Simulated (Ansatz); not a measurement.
Wanted: the native input for an Ansatz 0.2.0 run.

| Quantity | Value |
| --- | --- |
| Task | relaxation of cell and atoms |
| Functional | r2SCAN |
| Potentials or basis | Ansatz PAW |
| Cutoff | 500 eV (not typed: the program's choice for these potentials) |
| k mesh | 10 × 10 × 10 |
| Occupations | fermi-dirac, width 0.05 eV |
| Spin | no spin polarisation |
| Target pressure | 2 GPa |
| Target pressure (GPa) | 2 |

The system is Lu.

```
Lu
1.0
    -1.95411    1.95411    1.95411
     1.95411   -1.95411    1.95411
     1.95411    1.95411   -1.95411
Lu
1
Cartesian
  0.0000 0.0000 0.0000
```

This isn't the form of Lu at room conditions, which is hcp.

One way to write it, as run:

input.yaml

```yaml
crystal:
  lattice:
    - [-1.9541071088, 1.9541071088, 1.9541071088]
    - [1.9541071088, -1.9541071088, 1.9541071088]
    - [1.9541071088, 1.9541071088, -1.9541071088]
  atoms:
    - { symbol: Lu, position: [0.0, 0.0, 0.0] }
hamiltonian:
  xc: r2scan
  pseudopotentials: { kind: paw }
kpoints:
  mp_grid: { grid: [10, 10, 10] }
scf:
  occupations: { method: fermi_dirac, width: 0.05 }
output:
  forces: true
  stress: true
  eigenvalues: true
relax:
  f_tol: 0.01
  max_steps: 40
  cell: { stress_tol: 0.05, p_target: 2.0 }
```

Potentials or basis: Ansatz PAW.

Launch:

```console
$ ansatz run input.yaml --threads 2 --pin off --max-ram 5632MiB --backend cpu --events-out ev --progress --plain --runs-dir out
```

It gave:

```
Relaxed volume                                         : 28.31 Å³/atom
Relaxed cell                                           : a = 3.325 Å, b = 3.325 Å, c = 3.325 Å, α = 109.47°, β = 109.47°, γ = 109.47°
Space group after relaxing (to 0.05 Å)                 : Im-3m (No. 229)
Energy change on relaxing (the enthalpy is what falls) : +6.4 meV/atom
Ionic steps                                            : 4
Pressure after relaxing                                : 2.0 GPa
Band gap on the k mesh                                 : none (metal or under the smearing width)
```

Caveat: the plane-wave basis is chosen anew once the cell has moved, so the energies of steps on either side of that aren't comparable; the PAW data sets come from PBE, with cores solved anew for the run's functional, which leaves a small shift of forces and pressure.

It took 5.9 s on 2 threads of Intel(R) Xeon(R) Platinum 8488C (Sapphire Rapids), with other jobs on the host, peak memory 0.45 GiB.
